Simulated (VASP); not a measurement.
Wanted: the native input for a VASP 6.6.1 run.

| Quantity | Value |
| --- | --- |
| Task | single point |
| Functional | PBE |
| Potentials or basis | VASP PAW PBE potentials, release 64 (Ni) |
| Cutoff | 520 eV |
| k mesh | 13 × 13 × 13 |
| Occupations | gaussian, width 0.016 eV |
| Spin | collinear spin, ferromagnetic start |
| Starting moments | [1.0] μB |
| Further INCAR settings | ALGO = Normal; EDIFF = 1e-06 |

The structure of Ni lies in POSCAR:

```
Ni
1.0
    0.0000000000      1.7375729330      1.7375729330
    1.7375729330      0.0000000000      1.7375729330
    1.7375729330      1.7375729330      0.0000000000
Ni
1
Direct
    0.0000000000      0.0000000000      0.0000000000
```

These files were run (other wordings do the same):

INCAR

```
SYSTEM = Ni
PREC = Accurate ; ENCUT = 520
EDIFF = 1E-6 ; ISMEAR = 0
SIGMA = 0.016 ; LREAL = .False.
LASPH = .True. ; NELM = 150
ALGO = Normal ; ISIF = 2
LWAVE = .False. ; LCHARG = .True.
ISPIN = 2 ; MAGMOM = 1
LORBIT = 11 ; LMAXMIX = 4
GGA = PE ; LELF = .True.
LVHAR = .True.
```

KPOINTS

```
regular mesh
0
Gamma
  13 13 13
  0 0 0
```

Potentials or basis: VASP PAW PBE potentials, release 64 (Ni).

Command:

```console
$ cat potpaw_PBE.64/Ni/POTCAR > POTCAR
$ mpirun -np 1 vasp_std > vasp.out
```

It gave:

The pressure is 7.7 GPa. The band gap on the k mesh is none (metal or under the smearing width). The net moment is 0.62 μB per cell. The site moments are Ni +0.63 μB and the valence electrons inside the program's atomic spheres are Ni 9.38.

Wall time 9.3 s on 1 thread of AMD EPYC 9R45 96-Core Processor (Zen 5) (shared host), peak memory 0.1 GiB.
